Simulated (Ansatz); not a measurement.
The same path of a periodic cell of 21 atoms, Al₂₀O (surface Al(110), adsorbate O) was run twice with different band settings. Lost on the way: Al15–O21. Made: Al13–O21.

The calculation used Ansatz 0.2.0, DFT LDA, scalar-relativistic, plane waves, PAW. Settings: cutoff 420 eV, k mesh 3x4x1, gaussian smearing 0.1 eV, no spin polarisation.

Relaxed end points:

```xyz
21
Lattice="8.1000 0.0000 0.0000 0.0000 5.7276 0.0000 0.0000 0.0000 16.7276" Properties=species:S:1:pos:R:3
Al 0.000 0.000 1.000
Al 4.050 0.000 1.000
Al 0.000 2.864 1.000
Al 4.050 2.864 1.000
Al 2.025 1.432 2.432
Al 6.075 1.432 2.432
Al 2.025 4.296 2.432
Al 6.075 4.296 2.432
Al 0.013 -0.007 3.741
Al 4.038 -0.020 3.731
Al 0.013 2.870 3.741
Al 4.038 2.884 3.731
Al 2.025 1.432 5.126
Al 5.973 1.432 5.120
Al 1.977 4.296 5.341
Al 6.009 4.296 5.160
Al -0.104 0.095 6.402
Al 4.038 0.013 6.434
Al -0.103 2.768 6.399
Al 4.038 2.851 6.434
O 0.790 4.295 6.810
```

```xyz
21
Lattice="8.1000 0.0000 0.0000 0.0000 5.7276 0.0000 0.0000 0.0000 16.7276" Properties=species:S:1:pos:R:3
Al 0.000 0.000 1.000
Al 4.050 0.000 1.000
Al 0.000 2.864 1.000
Al 4.050 2.864 1.000
Al 2.025 1.432 2.432
Al 6.075 1.432 2.432
Al 2.025 4.296 2.432
Al 6.075 4.296 2.432
Al 0.013 0.006 3.741
Al 4.038 0.020 3.731
Al 0.013 2.857 3.741
Al 4.038 2.844 3.731
Al 1.977 1.432 5.341
Al 6.009 1.432 5.160
Al 2.025 4.296 5.126
Al 5.973 4.295 5.120
Al -0.103 -0.096 6.399
Al 4.038 -0.013 6.434
Al -0.104 2.958 6.402
Al 4.038 2.877 6.434
O 0.790 7.159 6.810
```

Common settings: spring 5.0 eV/Å²; force threshold 0.05 eV/Å; end points relaxed; atoms held 1 to 8.

| run | movable images | climbing image | optimiser | start path | iteration limit |
| --- | --- | --- | --- | --- | --- |
| 1 | 5 | yes | fire | IDPP | 75 |
| 2 | 4 | no | quadratic models (default) | default | 50 |

Problem. What does each run give, and how far can it be trusted?

Solution. Run 1: converged after 60 iterations, highest image 0.920 eV above the first end. The profile has 2 maxima (images 1, 4) with wells between them (image 3): this band takes more than one step, which may be the mechanism or a detour left from its start path. By the program's own check the climbing image is of a kind that is not told: the force calls were inconclusive, a negative curvature could not be distinguished from the path's own, the only one lies far off the path, or fixed occupations may fill a level only in part (lowest curvatures found: -2.24 and -0.04 eV/Å²).
Run 2: converged after 13 iterations, highest image 0.630 eV above the first end. The profile has 2 maxima (images 1, 4) with wells between them (image 2): this band takes more than one step, which may be the mechanism or a detour left from its start path. No image climbed, so the highest image needn't sit at the top of the path.
Limits of this set-up: coarse k mesh, thin slab, slab without dipole correction, a typed lattice constant that wasn't relaxed here.
